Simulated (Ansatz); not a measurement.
Space group Pm-3m (No. 221). a = 2.422 Å, b = 2.422 Å, c = 2.422 Å, α = 90.00°, β = 90.00°, γ = 90.00°
```tsv
atom	site	symmetry	x	y	z
P	1a	m-3m	0.0000	0.0000	0.0000
```

Equation of state of this P structure (not necessarily the ground state), with shape and atoms relaxed at each volume where symmetry leaves them free. It has no gap at any of these volumes. Computed with DFT PBEsol, scalar-relativistic, plane waves, PAW in Ansatz.

Cutoff 420 eV; k points 18×18×18 on the computed 1-atom cell (Γ-centred); Gaussian smearing, width 0.10 eV; no spin polarisation.

```json
{"V (Å³/atom)": "13.349", "E − E(largest V) (meV/atom)": "3.60", "P (GPa)": "8.60"}
{"V (Å³/atom)": "13.775", "E − E(largest V) (meV/atom)": "-12.58", "P (GPa)": "3.86"}
{"V (Å³/atom)": "14.201", "E − E(largest V) (meV/atom)": "-17.28", "P (GPa)": "0.00"}
{"V (Å³/atom)": "14.627", "E − E(largest V) (meV/atom)": "-12.90", "P (GPa)": "-3.27"}
{"V (Å³/atom)": "15.053", "E − E(largest V) (meV/atom)": "0.00", "P (GPa)": "-6.33"}
```

**Question.** Fit a third-order Birch–Murnaghan equation to E(V).

**Answer.** V0 = 14.20 Å³/atom, B0 = 119 GPa, B0' = 4.2.

This simple cubic form isn't the element's structure at ambient conditions.